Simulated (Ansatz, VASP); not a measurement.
This is a calculation of Al for VASP 6.6.1.

INCAR

```
SYSTEM = Al
  PREC = Accurate
  ENCUT = 520
  EDIFF = 1E-7
  ISMEAR = -1
  SIGMA = 0.05
  LREAL = .False.
  LASPH = .True.
  NELM = 100
  ALGO = Normal
  ISIF = 2
  LWAVE = .False.
  LCHARG = .False.
  GGA = PS
  NBANDS = 8
```

The input KPOINTS:

```
regular mesh
0
Gamma
  12 12 12
  0 0 0
```

POSCAR

```
Al
1.0
   -1.5697130985      1.5697130985      1.5697130985
    1.5697130985     -1.5697130985      1.5697130985
    1.5697130985      1.5697130985     -1.5697130985
Al
1
Direct
    0.0000000000      0.0000000000      0.0000000000
```

Potentials or basis: VASP PAW PBE potentials, release 64 (Al).

The run is started by

```console
$ cat potpaw_PBE.64/Al/POTCAR > POTCAR
$ mpirun -np 1 vasp_std > vasp.out
```

Task: Translate it to Ansatz 0.2.0. Potentials there: Ansatz PAW.

Result: As run (the cutoff follows the program's own potentials):

input.yaml

```yaml
crystal:
  lattice:
    - [-1.5697130985, 1.5697130985, 1.5697130985]
    - [1.5697130985, -1.5697130985, 1.5697130985]
    - [1.5697130985, 1.5697130985, -1.5697130985]
  atoms:
    - { symbol: Al, position: [0.0, 0.0, 0.0] }
hamiltonian:
  xc: pbesol
  pseudopotentials: { kind: paw }
kpoints:
  mp_grid: { grid: [12, 12, 12] }
scf:
  occupations: { method: fermi_dirac, width: 0.05 }
output:
  forces: true
  stress: true
  eigenvalues: true
```

Potentials or basis: Ansatz PAW.

The run is started by

```sh
$ ansatz run input.yaml --threads 1 --pin off --max-ram 3584MiB --backend cpu --events-out ev --progress --plain --runs-dir out
```

Both were run:

|  | VASP | Ansatz | Ansatz less VASP |
| --- | --- | --- | --- |
| gap on the k mesh at the Fermi level (eV) | none | none | - |
| pressure (GPa) | 5.9 | 5.9 | -0.08 |

A gap of «none» marks a metal or a gap that the smearing closes. With one functional, cell and mesh, what is left measures potentials, basis and numerics.

Caveats: the PAW data sets were made with another functional, which shifts forces and pressure a little (VASP); the PAW data sets come from PBE, with cores solved anew for the run's functional, which leaves a small shift of forces and pressure (Ansatz).
